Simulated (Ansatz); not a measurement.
Before relaxation, 1 F2 a cell, flat, over a bridge C-C site (C, R-3m (No. 166), (0 0 1) face):

```xyz
20
Lattice="7.3951 0.0000 0.0000 -3.6976 6.4044 0.0000 0.0000 0.0000 18.0016" Properties=species:S:1:pos:R:3 pbc="T T T"
C     2.4650    2.8464    8.0000
C     1.2325    4.9812    8.0000
C     3.6976    0.7116    8.0000
C     4.9301    2.8464    8.0000
C     3.6976    4.9812    8.0000
C     6.1626    0.7116    8.0000
C     0.0000    2.8464    8.0000
C    -1.2325    4.9812    8.0000
C     1.2325    0.7116    8.0000
C     2.4650    1.4232    8.0016
C     1.2325    3.5580    8.0016
C     0.0000    5.6928    8.0016
C     4.9301    1.4232    8.0016
C     3.6976    3.5580    8.0016
C     2.4650    5.6928    8.0016
C     0.0000    1.4232    8.0016
C    -1.2325    3.5580    8.0016
C    -2.4650    5.6928    8.0016
F     2.0000    0.7714   10.4716
F     0.6163    1.0674   10.4716
```

Theory: DFT PBE+D3(BJ), scalar-relativistic, plane waves, PAW (Ansatz 0.2.0). Cutoff 420 eV; k points 3×3×1 on the computed 20-atom cell (Γ-centred); Gaussian smearing, width 0.05 eV; no spin polarisation. The cell repeats along c with a dipole correction in the vacuum.

Atoms 1 (counted from 1) are held. The cell is fixed. Force threshold 0.04 eV/Å.

(1) Where does it end?

The end is the local minimum or symmetric point that this start leads to.

Spin polarisation was left out, and a magnetic state may lie lower.

## Answers

(1) The energy falls by 0.530 eV in 10 steps, to:

```
CELL_PARAMETERS angstrom
7.39515 0.00000 0.00000
-3.69757 6.40439 0.00000
0.00000 0.00000 18.00161
ATOMIC_POSITIONS crystal
C 0.55556 0.44444 0.44440
C 0.55576 0.77807 0.44487
C 0.55565 0.11130 0.44436
C 0.88908 0.44475 0.44477
C 0.88925 0.77810 0.44439
C 0.88913 0.11135 0.44447
C 0.22235 0.44457 0.44443
C 0.22231 0.77812 0.44427
C 0.22240 0.11136 0.44317
C 0.44440 0.22234 0.44374
C 0.44458 0.55569 0.44465
C 0.44462 0.88919 0.44456
C 0.77789 0.22237 0.44469
C 0.77800 0.55586 0.44471
C 0.77807 0.88921 0.44469
C 0.11144 0.22245 0.44381
C 0.11133 0.55592 0.44467
C 0.11136 0.88924 0.44364
F 0.30699 0.02042 0.59578
F 0.09806 0.04361 0.59897
```

Cost: 1 run of about 9.6 core-minutes, on Arm Neoverse V1 (shared hosts).